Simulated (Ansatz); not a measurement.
Method: DFT PBE, scalar-relativistic, plane waves, PAW (Ansatz). All cells share a 420 eV cutoff and Γ-centred k meshes spaced at most about 0.3 Å⁻¹ (about 0.25 or finer for metals, 2π included). No spin polarisation.

All energies are static (0 K, no zero-point motion).

Two forms of Zr₃H were relaxed alike.

1.

```yaml
crystal:
  lattice:
    - [3.22236, 0.00000, 0.00000]
    - [-1.61118, 2.79065, 0.00000]
    - [0.00000, 0.00000, 15.87461]
  atoms:
    - { symbol: Zr, position: [0.33333, 0.66667, 0.08589] }
    - { symbol: Zr, position: [0.66667, 0.33333, 0.58588] }
    - { symbol: Zr, position: [0.33333, 0.66667, 0.41412] }
    - { symbol: Zr, position: [0.66667, 0.33333, 0.91412] }
    - { symbol: Zr, position: [0.33333, 0.66667, 0.75000] }
    - { symbol: Zr, position: [0.66667, 0.33333, 0.25000] }
    - { symbol: H, position: [0.00000, 0.00000, 0.00000] }
    - { symbol: H, position: [0.00000, 0.00000, 0.50000] }
```

2.

```yaml
crystal:
  lattice:
    - [1.67295, -2.74304, 0.00000]
    - [1.67295, 2.74304, 0.00000]
    - [0.00000, 0.00000, 15.93575]
  atoms:
    - { symbol: Zr, position: [0.26593, 0.73407, 0.99608] }
    - { symbol: Zr, position: [0.72898, 0.27102, 0.17269] }
    - { symbol: Zr, position: [0.36752, 0.63248, 0.33635] }
    - { symbol: Zr, position: [0.73407, 0.26593, 0.49608] }
    - { symbol: Zr, position: [0.27102, 0.72898, 0.67269] }
    - { symbol: Zr, position: [0.63248, 0.36752, 0.83635] }
    - { symbol: H, position: [0.38135, 0.61865, 0.11985] }
    - { symbol: H, position: [0.61865, 0.38135, 0.61985] }
```

**Question.** Which is lower in energy, and by how much?

**Answer.** Cell 2 is lower, by 39 meV/atom. Cell 1 has space group P6_3/mmc (No. 194), 17.8 Å³/atom and no gap on its mesh; cell 2 has space group Cmc2_1 (No. 36), 18.3 Å³/atom and no gap. Counting Zr atoms around H (those within 1.25 times the shortest such distance or 1.15 times the sum of covalent radii, 1.27 where that leaves under three), cell 1 has H 6 and cell 2 has H 4. In cell 1, Zr on a site of symmetry 3m has 3 H at 2.31 Å and 12 Zr at 3.20–3.30 Å; Zr on a site of symmetry -6m2 has 12 Zr at 3.20–3.22 Å; H is surrounded by 6 Zr at 2.31 Å. In cell 2, around Zr on its first site lie 1 H at 2.07 Å, 11 Zr at 3.13–3.35 Å, 2 H at 3.34 Å and 1 Zr at 3.79 Å; Zr on its second site has 3 H at 2.05–2.08 Å, 11 Zr at 3.19–3.35 Å, 1 H at 3.68 Å and 1 Zr at 3.79 Å; H has 4 Zr at 2.05–2.08 Å, 6 H at 3.21–3.35 Å and 3 Zr at 3.34–3.45 Å; 1 more site not described. Origin: cell 1, invented; cell 2, invented, then shaken at random and relaxed again.

With hydrogen, zero-point motion can shift such differences by 10 meV/atom or more. Cells relaxed within their symmetry can be saddle points.
